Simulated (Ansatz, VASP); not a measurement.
# Be: VASP beside Ansatz

File POSCAR:

```
Be
1.0
    2.2995019849      0.0000000000      0.0000000000
   -1.1497509925      1.9914271350      0.0000000000
    0.0000000000      0.0000000000      3.6009000000
Be
2
Direct
    0.3333333333      0.6666666667      0.2500000000
    0.6666666667      0.3333333333      0.7500000000
```

Contents of INCAR.step1:

```
PREC = Accurate ; ENCUT = 520
ISMEAR = 0 ; SIGMA = 0.15
LREAL = F ; LASPH = T
NELM = 100 ; NBANDS = 9
GGA = PE ; ALGO = Normal
EDIFF = 1E-4 ; LWAVE = T
LCHARG = F
```

INCAR.step2

```
PREC = Accurate ; ENCUT = 520
EDIFF = 1E-7 ; ISMEAR = 0
SIGMA = 0.15 ; LREAL = F
LASPH = T ; NELM = 100
ALGO = Normal ; ISIF = 2
LWAVE = F ; LCHARG = F
METAGGA = R2SCAN ; LMIXTAU = T
NBANDS = 9 ; ISTART = 1
```

File KPOINTS:

```
regular mesh
0
Gamma
  24 24 14
```

Input for Ansatz:

```yaml
crystal:
  lattice:
    - [2.2995019849, 0.0, 0.0]
    - [-1.1497509925, 1.991427135, 0.0]
    - [0.0, 0.0, 3.6009]
  atoms:
    - { symbol: Be, position: [0.3333333333, 0.6666666667, 0.25] }
    - { symbol: Be, position: [0.6666666667, 0.3333333333, 0.75] }
basis:
  ecutwfc: 500
kpoints:
  mp_grid: { grid: [24, 24, 14] }
hamiltonian:
  xc: r2scan
scf:
  occupations: { method: gaussian, width: 0.15 }
output:
  forces: true
  stress: true
  eigenvalues: true
```

Alike in both runs: task single point; functional r2SCAN; k mesh 24 × 24 × 14; occupations gaussian, width 0.15 eV; no spin polarisation.

```csv
,VASP,Ansatz
version,VASP 6.6.1,Ansatz 0.2.0
potentials or method,"VASP PAW PBE potentials, release 64 (Be)","scalar-relativistic, plane waves, PAW"
plane-wave cutoff (eV),520,500
valence electrons in the cell,4,4
```

Ansatz gave:

| Quantity | Value |
| --- | --- |
| gap on the k mesh at the Fermi level (eV) | none |
| pressure (GPa) | -4.8 |
| largest component of the traceless stress (GPa) | 0.90 |

Question: Estimate VASP's values.

Answer: gap on the k mesh at the Fermi level (eV): none; pressure (GPa): -4.6; largest component of the traceless stress (GPa): 0.96.

A gap of «none» marks a metal or a gap that the smearing closes. The functional is the same, so the differences come from potentials, cutoffs and numerics.

Caveats: the PAW data sets were made with another functional, which shifts forces and pressure a little (VASP).
